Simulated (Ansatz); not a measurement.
Structure relaxation of C

Method: Ansatz, DFT PBE, scalar-relativistic, plane waves, PAW.

The start is a database structure of C, space group P6/mmm (No. 191).

Input of the last, converged step (default PAW datasets):

```yaml
crystal:
  lattice:
    - [2.4561701622, 0.0, 0.0]
    - [-1.2280850811, 2.1271057565, 0.0]
    - [0.0, 0.0, 8.52380336]
  atoms:
    - { symbol: C, position: [0.33333333, 0.66666667, 0.0] }
    - { symbol: C, position: [0.66666667, 0.33333333, 0.0] }
basis:
  ecutwfc: 420
kpoints:
  mp_grid: { grid: [27, 27, 8] }
hamiltonian:
  xc: pbe
scf:
  occupations: { method: gaussian, width: 0.1 }
output:
  forces: true
  stress: true
  eigenvalues: true
relax:
  adjacent_minimum: "off"
  f_tol: 0.01
  max_steps: 80
  cell: { stress_tol: 0.05 }
```

It can be run as:

```bash
ansatz run input.yaml --threads 1 --pin off --backend cpu --events-out ev --progress --plain --runs-dir out  # memory cap (--max-ram) not shown
```

The program printed at the end:

```
SCF converged after 4 iterations
Free energy (F): -501.885163 eV
Harris-Foulkes:  -501.885163 eV  (|F-HF|=2.50e-11)
Internal energy: -501.884854 eV  (E = F + TS)
E sigma→0 (E₀):  -501.885009 eV
Entropy (-TS):   -0.000310 eV (-0.155 meV/atom)
Fermi energy:    0.184706 eV
--- Per-component energies (eV) ---
  E_band       = -71.713446
  E_kinetic    = 181.613324
  E_local      = -1197.221352  (includes V_loc(G=0)·N_el)
  E_nonlocal   = 54.570986
  E_hartree    = 510.827831
  E_xc         = -95.917048
  E_vxc        = -118.736408  (∫ρ·V_xc dr)
  E_paw        = -198.678555  (= ΣΔE_a)
  E_vpaw       = -13.595687  (= ΣTr[D̂ρ^β])
  E_aug_tail   = 0.000015  (compensation charges beyond the density's cutoff)
  E_ewald      = 242.919945
  E_smearing   = -0.000310  (= −TS)
  E_closure    = 0.000000  (closes the sum)
  Σ components = -501.885163   (vs F -501.885163, Δ=0.00e0)
--- Forces (eV/Å), atoms counted from 1 ---
  atom   1  C      0.00000000     0.00000000     0.00000000
  atom   2  C      0.00000000     0.00000000     0.00000000
  max |Σ_I F_I| component: 2.22e-16 eV/Å
--- Stress (GPa, compression-positive) ---
        0.030543       0.000000       0.000000
        0.000000       0.030543       0.000000
        0.000000       0.000000      -0.000657
  P = ⅓ Tr σ = 0.0201 GPa (0.201 kbar)
--- Relaxed structure (3 steps of the walk, 3 accepted, 1 SCFs on fresh bases) ---
  F+E_penalty+E_count = -501.88516349 eV   max|allowed force component| = 8.512e-16 eV/Å   (the final SCF, on the basis selected at the relaxed cell)
  cell:  # Å, volume = 44.8900 Å³
    - [2.466315, 0.0, 0.0]
    - [-1.233158, 2.135892, 0.0]
    - [0.0, 0.0, 8.521602]
  atoms:
    - { symbol: C, position: [0.333333, 0.666667, 0.0] }
    - { symbol: C, position: [0.666667, 0.333333, 0.0] }
```

Total energies depend on the potentials used, so only differences within one code and one set of settings carry meaning.

The result has space group P6/mmm (No. 191). C is coordinated by 3 C at 1.42 Å.

Weakly bound directions are ill-defined at this level, which has no dispersion term.

Symmetry constrained the relaxation, so the result can be a saddle point.